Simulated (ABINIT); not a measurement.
Runs of ABINIT 10.8.3 (patched build) on PtS2. The structure is trigonal, space group P-3m1 (No. 164). Conventional cell: a = 3.543 Å, b = 3.543 Å, c = 5.039 Å, α = 90.00°, β = 90.00°, γ = 120.00°. Pt (site symmetry -3m) is surrounded by 6 S at 2.34 Å. Around S (site symmetry 3m) lie 3 Pt at 2.34 Å. 

| task | level | potentials or basis | k mesh | cutoff (eV) | fine-grid cutoff | mesh quality | gap on the mesh (eV) | pressure (GPa) | largest force (eV/Å) |
| --- | --- | --- | --- | --- | --- | --- | --- | --- | --- |
| single point | PBEsol | JTH PAW PBE v2.0 | 7 × 7 × 4 | 544 | 1088.46 eV | not flagged | 0.72 | 7.3 | 1.08 |
| single point | LDA | JTH PAW LDA v2.0 | 5 × 5 × 3 | 544 | 1088.46 eV | not flagged | 1.19 | 3.9 | (a) |
| single point | LDA | JTH PAW LDA v2.0 | 4 × 4 × 2 | 544 | 1088.46 eV | coarse | 1.04 | (b) | 0.98 |
| single point | PBE | JTH PAW PBE v2.0 | 4 × 4 × 2 | 544 | 1088.46 eV | coarse | 1.12 | 12.2 | 1.46 |
| band structure | LDA | JTH PAW LDA v2.0 | 9 × 9 × 5 | 544 | 1088.46 eV | not flagged | 0.88 | 4.0 | 0.88 |
| band structure | HCTH407 | JTH PAW PBE v2.0 | 9 × 9 × 5 | 544 | 1088.46 eV | not flagged | 1.09 | 9.2 | 0.59 |
| single point | LDA | JTH PAW LDA v2.0 | 12 × 12 × 6 | 544 | 1088.46 eV | not flagged | 0.71 | 4.0 | 0.88 |

Alike in all rows: no spin polarisation; cell as given; smearing fermi-dirac 0.05 eV.

Question: Fill in the values left out.

Answer: (a) 0.90; (b) 3.8.

Caveats: some runs use coarse meshes; spin-orbit coupling is left out, which moves the levels of the heavy elements; the PAW data sets were made with another functional, which shifts forces and pressure a little (some runs); an odd mesh through Γ misses points on the zone boundary, where band edges often lie (some runs); forces of over 1 eV/Å show positions far from the minimum, so gaps and moduli don't describe the material at rest (some runs).

A k mesh can miss the band edges, and the runs leave out spin-orbit coupling on Pt.
